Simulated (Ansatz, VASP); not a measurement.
## C62N in two plane-wave programs

One calculation is typed for both programs; each brings its own data sets. How far apart do they land? The cell is taken from a series of runs on this material, whose earlier steps may have relaxed, scaled, displaced or heated it; both programs get it as it stands.

Method: plane waves, with VASP 6.6.1 beside it; single point at PBE0, in Ansatz 0.2.0.

### Step 1. The structure

The cell holds 63 atoms: 62 C and 1 N. Cell: a = 7.143 Å, b = 7.143 Å, c = 7.143 Å, α = 90.0°, β = 90.0°, γ = 90.0°. It derives from C (C (Fd-3m)). Nearest the centre at fractional (0.438, 0.438, 0.562): N63 at 0.87 Å, C26 at 1.91 Å, C12 at 1.92 Å, C41 at 1.92 Å, C22 at 2.12 Å, C59 at 2.12 Å, C37 at 2.13 Å, C28 at 2.62 Å. The cell carries charge −1.

### Step 2. Ansatz: single point, PBE0

Ansatz runs on its default PAW (the set named soft_2) files.

A single point gives forces, pressure and levels at one fixed geometry, so differences don't come from the geometry; what else differs is listed under the comparison.

Input file input.yaml:

```yaml
crystal:
  lattice:
    - [7.14312472, 0.0, 0.0]
    - [0.0, 7.14312472, 0.0]
    - [0.0, 0.0, 7.14312472]
  atoms:
    - { symbol: C, position: [0.00016916142, -0.00128849105, 0.00025294051] }
    - { symbol: C, position: [0.00166407415, 0.24885036611, 0.25094435593] }
    - { symbol: C, position: [0.25030810535, 0.00020623587, 0.25094433355] }
    - { symbol: C, position: [0.25097495428, 0.24951699505, 0.00067351609] }
    - { symbol: C, position: [0.12565014265, 0.12419222432, 0.12555506981] }
    - { symbol: C, position: [0.12697945932, 0.37593599881, 0.37614333433] }
    - { symbol: C, position: [0.37739377403, 0.12552173822, 0.37614318384] }
    - { symbol: C, position: [0.3764122069, 0.3749542278, 0.12624656043] }
    - { symbol: C, position: [0.0013557458, -0.00010167621, 0.49980014577] }
    - { symbol: C, position: [-0.00025152622, 0.24951705571, 0.74944727454] }
    - { symbol: C, position: [0.25097477907, -0.00170923391, 0.74944714916] }
    - { symbol: C, position: [0.25300456423, 0.25154679217, 0.50269899945] }
    - { symbol: C, position: [0.12516644956, 0.12370871345, 0.62543270116] }
    - { symbol: C, position: [0.12516729994, 0.37353131394, 0.87525504453] }
    - { symbol: C, position: [0.3749891777, 0.12370960366, 0.87525473395] }
    - { symbol: "N", position: [0.36765433117, 0.3661964612, 0.63276751353] }
    - { symbol: C, position: [0.00135604515, 0.49916383306, -0.00093474385] }
    - { symbol: C, position: [-0.00048515908, 0.74862632819, 0.25033773993] }
    - { symbol: C, position: [0.25021989104, 0.50258717844, 0.24970889238] }
    - { symbol: C, position: [0.25030804153, 0.74801959268, -0.00124217487] }
    - { symbol: C, position: [0.1231695899, 0.62272066389, 0.1229766988] }
    - { symbol: C, position: [0.12316984926, 0.87598715035, 0.37624346991] }
    - { symbol: C, position: [0.35743724079, 0.63900446779, 0.35995963372] }
    - { symbol: C, position: [0.37524019102, 0.87510783324, 0.1238560937] }
    - { symbol: C, position: [8.51897e-05, 0.49905497852, 0.49990936303] }
    - { symbol: C, position: [0.00166450919, 0.74802013195, 0.75011430527] }
    - { symbol: C, position: [0.25300500994, 0.49626522728, 0.74741642759] }
    - { symbol: C, position: [0.25021999025, 0.74925541985, 0.49637678417] }
    - { symbol: C, position: [0.12697953276, 0.62282106593, 0.62302803833] }
    - { symbol: C, position: [0.12565043076, 0.87340914317, 0.87477224834] }
    - { symbol: C, position: [0.37739402567, 0.62282103704, 0.87344190427] }
    - { symbol: C, position: [0.37641242714, 0.87271754403, 0.62401021102] }
    - { symbol: C, position: [0.50062148988, -0.0001013401, -0.00093487932] }
    - { symbol: C, position: [0.50404521753, 0.24876231791, 0.24970902378] }
    - { symbol: C, position: [0.75008387013, -0.00194282886, 0.25033744569] }
    - { symbol: C, position: [0.74947736488, 0.24884998949, -0.00124224365] }
    - { symbol: C, position: [0.62417830649, 0.12171186394, 0.12297649699] }
    - { symbol: C, position: [0.64046139795, 0.35598048441, 0.35996044696] }
    - { symbol: C, position: [0.87744467762, 0.12171233344, 0.37624319147] }
    - { symbol: C, position: [0.87656551139, 0.37378222338, 0.12385611369] }
    - { symbol: C, position: [0.50051269955, -0.00137232443, 0.49990939904] }
    - { symbol: C, position: [0.49772331292, 0.2515474169, 0.74741628619] }
    - { symbol: C, position: [0.7494776127, 0.00020683922, 0.75011429675] }
    - { symbol: C, position: [0.75071312584, 0.24876224155, 0.49637658547] }
    - { symbol: C, position: [0.62427886167, 0.12552198459, 0.62302798065] }
    - { symbol: C, position: [0.6242789777, 0.37593610133, 0.87344195275] }
    - { symbol: C, position: [0.87486679609, 0.12419252608, 0.87477207562] }
    - { symbol: C, position: [0.87417518563, 0.37495448201, 0.62401024921] }
    - { symbol: C, position: [0.50051259609, 0.49905470416, 0.0003360819] }
    - { symbol: C, position: [0.49884502251, 0.74758859225, 0.25137561207] }
    - { symbol: C, position: [0.74904624804, 0.49738684744, 0.2513754845] }
    - { symbol: C, position: [0.75008454984, 0.74862697447, 0.00090749089] }
    - { symbol: C, position: [0.62424935913, 0.62279145044, 0.12612453969] }
    - { symbol: C, position: [0.62424966323, 0.87283958977, 0.37617284886] }
    - { symbol: C, position: [0.87429714127, 0.62279177358, 0.37617266014] }
    - { symbol: C, position: [0.87443974348, 0.8729820403, 0.12598267189] }
    - { symbol: C, position: [0.50404609683, 0.74925531795, 0.75020181456] }
    - { symbol: C, position: [0.75071301991, 0.50258826362, 0.75020176642] }
    - { symbol: C, position: [0.74904647987, 0.74758882558, 0.5015782256] }
    - { symbol: C, position: [0.64045944684, 0.63900170605, 0.6429807888] }
    - { symbol: C, position: [0.62417886448, 0.87598756033, 0.87725208071] }
    - { symbol: C, position: [0.87744500198, 0.62272121043, 0.8772519142] }
    - { symbol: C, position: [0.87656575435, 0.87510812022, 0.62518218414] }
  host:
    repeats: [2, 2, 2]
    atoms:
      - { symbol: C, position: [0.0, 0.0, 0.0] }
      - { symbol: C, position: [0.0, 0.5, 0.5] }
      # ... 6 more atoms of the perfect host
total_charge: -1
basis:
  ecutwfc: 420
  xc_grid: 2
hamiltonian:
  xc: pbe0
kpoints:
  mp_grid: { grid: [1, 1, 1] }
magnetization:
  spin_polarized: true
  initial_magnetization: 2
  spin_locking: { lock_magnetization: hard }
scf:
  occupations: { method: fermi_dirac, width: 0.01 }
  max_iter: 100
  n_extra_bands: 16
  lower_state_search: "off"
output:
  forces: true
checkpoint:
  read: "../exc.ground.qm1_M2.run"
  write: "../exc0_qm1_M2.ground.l1.5.run"
  compress: false
  write_wavefunctions: false
  write_every: 100000
```

Run with:

```
ansatz run input.yaml --threads 4 --pin off --max-ram 11304MiB --backend cpu --events-out ev --progress --plain --runs-dir out
```

The program printed:

```text
Warning: the atoms were moved onto the symmetric positions of the space group found under crystal.symmetry.tolerance 1.0e-5 (fractional; no operation is sought that the atoms, as they stand in a round, miss by more than twice it, and no atom is moved by as much as it), and the run uses the moved positions. Before a round's move an operation carried an atom to 3.89e-5 Å from where it should land, the largest such dist [...]
[...]
Free energy (F): -15915.977673 eV
Frozen-core exchange: fock
Harris-Foulkes:  -15915.977673 eV  (|F-HF|=3.49e-10)
Internal energy: -15915.977673 eV  (E = F + TS)
E sigma→0 (E₀):  -15915.977673 eV
Fermi energy:    15.223726 (↑ 15.840044, ↓ 15.223726) eV
--- Per-component energies (eV) ---
  E_band       = 545.260395
  E_kinetic    = 5876.617118
  E_local      = -4204.091954  (includes V_loc(G=0)·N_el)
  E_nonlocal   = 1666.928137
  E_hartree    = 974.100653
  E_xc         = -2396.783805
  E_vxc        = -2973.392612  (∫ρ·V_xc dr)
  E_exx        = -688.331876  (= α·E_x^exact, valence–valence)
  E_paw        = -6287.721823  (= ΣΔE_a)
  E_vpaw       = -392.338872  (= ΣTr[D̂ρ^β])
  E_aug_tail   = 0.000647  (compensation charges beyond the density's cutoff)
  E_ewald      = -10855.607240
  E_core_change = -1.087532  (= ΣΔE_core)
  E_smearing   = -0.000000  (= −TS)
  E_closure    = 0.000001  (closes the sum)
  E_deformation_potential = -21.108035  (in the stress; not in F)
  Σ components = -15915.977673   (vs F -15915.977673, Δ=1.82e-12)
--- Forces (eV/Å), atoms counted from 1 ---
  atom   1  C     -0.02835030    -0.02835030     0.02835030
  atom   2  C     -0.07622912    -0.03188622    -0.06060225
  atom   3  C     -0.03188622    -0.07622912    -0.06060225
  atom   4  C     -0.07296535    -0.07296535    -0.00683707
  atom   5  C      0.08540377     0.08540377    -0.02364239
  atom   6  C      0.11305194     0.03751019     0.01947190
  atom   7  C      0.03751019     0.11305194     0.01947190
  atom   8  C      0.02043480     0.02043480    -0.09324700
  atom   9  C     -0.20044812    -0.20044812     0.39869286
  atom  10  C      0.00683707    -0.07296535     0.07296535
  atom  11  C     -0.07296535     0.00683707     0.07296535
  atom  12  C     -0.18381406    -0.18381406     0.69482396
  atom  13  C      0.09925720     0.09925720    -0.40914012
  atom  14  C      0.09925720     0.40914012    -0.09925720
  atom  15  C      0.40914012     0.09925720    -0.09925720
  atom  16  N     -0.45141133    -0.45141133     0.45141133
  atom  17  C     -0.20044812    -0.39869286     0.20044812
  atom  18  C     -0.18101337    -0.04828749     0.04828749
  atom  19  C     -0.07449094    -0.67583335     0.05118406
  atom  20  C     -0.03188622     0.06060225     0.07622912
  atom  21  C      0.18636035     0.33508096    -0.02793514
  atom  22  C      0.18636035     0.02793514    -0.33508096
  atom  23  C      1.75687172    -0.24099299     0.24099299
  atom  24  C      0.38987033     0.15722926    -0.15722926
[...]
atom  56  C      0.14741809     0.14741809    -0.14741809
  atom  57  C     -0.67583335    -0.05118406     0.07449094
  atom  58  C     -0.05118406    -0.67583335     0.07449094
  atom  59  C      0.34164660     0.34164660     0.61529035
  atom  60  C     -0.24099299    -0.24099299    -1.75687172
  atom  61  C      0.33508096     0.02793514    -0.18636035
  atom  62  C      0.02793514     0.33508096    -0.18636035
  atom  63  C      0.15722926     0.15722926    -0.38987033
  max |Σ_I F_I| component: 6.40e-6 eV/Å
--- Band table (eV) ---
  k-point 0 ↑: bands = ["-11.7048", "-9.9007", "-9.2744", "-9.2744", "-9.1645", "-9.1645", "-8.8283", "-7.7663", "-6.9546", "-6.9546", "-6.9483", "-6.9483", "-6.8636", "-6.8145", "-6.8145", "-6.7132", "-6.6459", "-6.6459", "-6.1289", "-5.6712", "-5.4178", "-5.4178", "-4.8765", "-2.7168", "-2.7168", "-2.7046", "-2.6702", "-2.5337", "-2.2570", "-2.2570", "-2.1283", "-2.1283", "-2.0656", "-1.7899", "-1.5517", "-1.5517", [...]
  k-point 0 ↓: bands = ["-11.6716", "-9.8842", "-9.2432", "-9.2432", "-9.1053", "-9.1053", "-8.7790", "-7.7461", "-6.9300", "-6.9300", "-6.8778", "-6.8778", "-6.8286", "-6.7630", "-6.7630", "-6.6996", "-6.6026", "-6.6026", "-6.0773", "-5.6481", "-5.3452", "-5.3452", "-4.6752", "-2.6952", "-2.6952", "-2.6763", "-2.6467", "-2.4508", "-2.2328", "-2.2328", "-2.0808", "-2.0808", "-2.0344", "-1.7416", "-1.5382", "-1.5382", [...]
  guard bands above this table: 15 of the run's 144 bands. The solve was not asked for them (output.publish_guard_bands: true or output.eigenvalues: true publishes all)
```

### Step 3. VASP: single point, PBE0

The same cell, functional, mesh and smearing now go to VASP, with its own data sets.

Lines of VASP's logs that name or quote its potential files are left out, and so is its time.

The run reads the wave functions of an earlier VASP run, which isn't shown here.

Input file INCAR:

```
SYSTEM = C62N
PREC = Accurate
ENCUT = 520
EDIFF = 1E-06
NELM = 100
ISMEAR = -1
SIGMA = 0.01
LREAL = Auto
ALGO = Normal
LHFCALC = .TRUE.
AEXX = 0.25
GGA = PE
LASPH = .TRUE.
NELECT = 254
NBANDS = 171
ISPIN = 2
MAGMOM = 0 -0 -0 -0 0 0.01 0.01 0.01 0.01 -0 -0 -0 0 0 0 0.01 -0 -0.01 -0 0.02 0.02 0.26 0.02 -0 -0 -0 -0.01 0.01 0 0.01 0.01 0.01 -0.01 -0 -0 0.02 0.26 0.02 0.02 -0 -0 -0 -0.01 0.01 0.01 0 0.01 -0 -0.01 -0.01 -0 0.01 0.01 0.01 0 -0.01 -0.01 -0.01 0.26 0.02 0.02 0.02 0
PRECFOCK = Fast
LORBIT = 11
LWAVE = .FALSE.
LCHARG = .FALSE.
ISIF = 2
NUPDOWN = 2
```

Input file POSCAR:

```
C62N
1.0
    7.1431247189      0.0000000000      0.0000000000
    0.0000000000      7.1431247189      0.0000000000
    0.0000000000      0.0000000000      7.1431247189
C N
62 1
Direct
    0.0001691614      0.9987115090      0.0002529405
    0.0016640741      0.2488503661      0.2509443559
    0.2503081054      0.0002062359      0.2509443335
    0.2509749543      0.2495169950      0.0006735161
    0.1256501427      0.1241922243      0.1255550698
    0.1269794593      0.3759359988      0.3761433343
    0.3773937740      0.1255217382      0.3761431838
    0.3764122069      0.3749542278      0.1262465604
    0.0013557458      0.9998983238      0.4998001458
    0.9997484738      0.2495170557      0.7494472745
    0.2509747791      0.9982907661      0.7494471492
    0.2530045642      0.2515467922      0.5026989994
    0.1251664496      0.1237087135      0.6254327012
    0.1251672999      0.3735313139      0.8752550445
    0.3749891777      0.1237096037      0.8752547339
    0.0013560452      0.4991638331      0.9990652562
    0.9995148409      0.7486263282      0.2503377399
    0.2502198910      0.5025871784      0.2497088924
    0.2503080415      0.7480195927      0.9987578251
    0.1231695899      0.6227206639      0.1229766988
    0.1231698493      0.8759871504      0.3762434699
    0.3574372408      0.6390044678      0.3599596337
    0.3752401910      0.8751078332      0.1238560937
    0.0000851897      0.4990549785      0.4999093630
    0.0016645092      0.7480201320      0.7501143053
    0.2530050099      0.4962652273      0.7474164276
    0.2502199903      0.7492554198      0.4963767842
    0.1269795328      0.6228210659      0.6230280383
    0.1256504308      0.8734091432      0.8747722483
    0.3773940257      0.6228210370      0.8734419043
    0.3764124271      0.8727175440      0.6240102110
    0.5006214899      0.9998986599      0.9990651207
    0.5040452175      0.2487623179      0.2497090238
    0.7500838701      0.9980571711      0.2503374457
    0.7494773649      0.2488499895      0.9987577564
    0.6241783065      0.1217118639      0.1229764970
    0.6404613979      0.3559804844      0.3599604470
    0.8774446776      0.1217123334      0.3762431915
    0.8765655114      0.3737822234      0.1238561137
    0.5005126996      0.9986276756      0.4999093990
    0.4977233129      0.2515474169      0.7474162862
    0.7494776127      0.0002068392      0.7501142968
    0.7507131258      0.2487622416      0.4963765855
    0.6242788617      0.1255219846      0.6230279807
    0.6242789777      0.3759361013      0.8734419528
    0.8748667961      0.1241925261      0.8747720756
    0.8741751856      0.3749544820      0.6240102492
    0.5005125961      0.4990547042      0.0003360819
    0.4988450225      0.7475885922      0.2513756121
    0.7490462480      0.4973868474      0.2513754845
    0.7500845498      0.7486269745      0.0009074909
    0.6242493591      0.6227914504      0.1261245397
    0.6242496632      0.8728395898      0.3761728489
    0.8742971413      0.6227917736      0.3761726601
    0.8744397435      0.8729820403      0.1259826719
    0.5040460968      0.7492553180      0.7502018146
    0.7507130199      0.5025882636      0.7502017664
    0.7490464799      0.7475888256      0.5015782256
    0.6404594468      0.6390017061      0.6429807888
    0.6241788645      0.8759875603      0.8772520807
    0.8774450020      0.6227212104      0.8772519142
    0.8765657544      0.8751081202      0.6251821841
    0.3676543312      0.3661964612      0.6327675135
```

Input file KPOINTS:

```
Automatic mesh
0
Gamma
1 1 1
0 0 0
```

The projector-augmented-wave data sets are C and N (PBE family, release 64).

Run with:

```
export OMP_NUM_THREADS=3
mpirun -np 1 vasp_gam
```

The program printed:

```text
[banner, memory and clock lines left out]
running    1 mpi-ranks, on    1 nodes
[...]
Offloading initialized ...    1 GPUs detected
[...]
LDA part: xc-table for (Slater+PW92), standard interpolation
 found WAVECAR, reading the header
 POSCAR, INCAR and KPOINTS ok, starting setup
[...]
reading WAVECAR
 the WAVECAR file was read successfully
 initial charge from wavefunction
 entering main loop
       N       E                     dE             d eps       ncg     rms          rms(c)
DAV:   1    -0.677612709474E+03   -0.67761E+03   -0.83359E+00   736   0.773E+00    0.409E+00
DAV:   2    -0.677656493358E+03   -0.43784E-01   -0.18188E-01   784   0.100E+00    0.250E+00
DAV:   3    -0.677639759625E+03    0.16734E-01   -0.20315E-02   816   0.348E-01    0.136E+00
DAV:   4    -0.677634912831E+03    0.48468E-02   -0.62490E-03   808   0.197E-01    0.722E-01
[...]
DAV:   9    -0.677633073598E+03    0.90795E-05   -0.47642E-06   749   0.661E-03    0.344E-02
DAV:  10    -0.677633071359E+03    0.22397E-05   -0.14817E-06   472   0.378E-03    0.189E-02
DAV:  11    -0.677633071051E+03    0.30771E-06   -0.46216E-07   432   0.229E-03
   1 F= -.67763307E+03 E0= -.67763307E+03  d E =-.312444E-14  mag=     2.0000
```

Parts of OUTCAR (step 3):

```text
  FREE ENERGIE OF THE ION-ELECTRON SYSTEM (eV)
  ---------------------------------------------------
  free  energy   TOTEN  =      -677.6330710510 eV

  energy  without entropy=     -677.6330710510  energy(sigma->0) =     -677.63307105

 magnetization (x)
# of ion       s       p       d       tot
------------------------------------------
    1       -0.000   0.001   0.000   0.001
    2       -0.000  -0.002   0.000  -0.002
    3       -0.000  -0.002   0.000  -0.002
    4       -0.000  -0.002   0.000  -0.002
    5        0.000   0.001   0.000   0.002
    6        0.001   0.007   0.000   0.008
    7        0.001   0.007   0.000   0.008
    8        0.001   0.012   0.000   0.012
    9       -0.000   0.012   0.000   0.012
   10       -0.000  -0.002   0.000  -0.002
   11       -0.000  -0.002   0.000  -0.002
   12       -0.000  -0.000   0.000  -0.000
   13        0.000   0.004   0.000   0.004
[...]
--------------------------------------------------
tot          0.115   1.176   0.000   1.291

[... 1 further part left out ...]
```

The run ends at a pressure of -0.09 GPa, with forces up to 1.8 eV/Å.

### Step 4. Differences

Known differences besides the potentials themselves: exact exchange at q = 0 is treated differently, which shows on coarse meshes; VASP keeps PBE cores, Ansatz makes them for the functional; the cutoff is 420 eV in Ansatz and 520 eV in VASP (PREC = Accurate, projectors in real space); VASP takes a coarser grid for exact exchange (PRECFOCK = Fast); site moments are counted in spheres of each program's own size. Total energies have different zeros and are not compared.

Compared:

| quantity | Ansatz | VASP | difference |
| --- | --- | --- | --- |
| total moment, fixed by the input (μB) | 2.00 | 2.00 | 0.00 |
| moment on C22 (μB) | 0.26 | 0.35 | -0.09 |
| moment on C37 (μB) | 0.26 | 0.35 | -0.09 |
| moment on C59 (μB) | 0.26 | 0.35 | -0.09 |

Forces on 10 of the 63 atoms, those with the largest forces and the largest differences (eV/Å; atoms numbered as in POSCAR):

| atom | Ansatz x, y, z | VASP x, y, z |
| --- | --- | --- |
| C12 | -0.184, -0.184, 0.695 | -0.185, -0.185, 0.671 |
| C22 | 1.757, -0.241, 0.241 | 1.768, -0.244, 0.244 |
| C26 | -0.184, -0.695, 0.184 | -0.185, -0.671, 0.185 |
| C37 | -0.241, 1.757, 0.241 | -0.244, 1.768, 0.244 |
| C41 | -0.695, -0.184, 0.184 | -0.671, -0.185, 0.185 |
| C49 | -0.615, 0.342, -0.342 | -0.604, 0.332, -0.332 |
| C50 | 0.342, -0.615, -0.342 | 0.332, -0.604, -0.332 |
| C58 | 0.342, 0.342, 0.615 | 0.332, 0.332, 0.604 |
| C59 | -0.241, -0.241, -1.757 | -0.244, -0.244, -1.768 |
| N63 | -0.451, -0.451, 0.451 | -0.442, -0.442, 0.442 |

The forces differ by 5.8 meV/Å r.m.s., which is 1.8 % of the r.m.s. force of 0.325 eV/Å (both taken over all components). The cell carries a charge of -1 e against a uniform background, so its pressure also hangs on how the neutralising background is counted, and in a defect's cell a gap may be the spacing between its levels.

### Step 5. Results

```
r.m.s. force difference (single point, PBE0) : 1.8 % of the r.m.s. force
```

The r.m.s. force difference is 1.8 % of the r.m.s. force (single point, PBE0), within the 3 % picked in this series as the mark of a large difference. How closely two codes agree says nothing of how well the functional describes the real material.

[Lines on the potential files, build, host, timing and source positions are cut from VASP's logs without a mark.]

[Logs are printed without paths, hosts, clocks, repeated set-up lines and the standing remarks that a program may print on its own settings, such as how far it seeks lower states.]

[Hosts, paths, dates, database ids (printed as entryN), source tags and the programs' standing remarks are cut or masked in the printed files.]
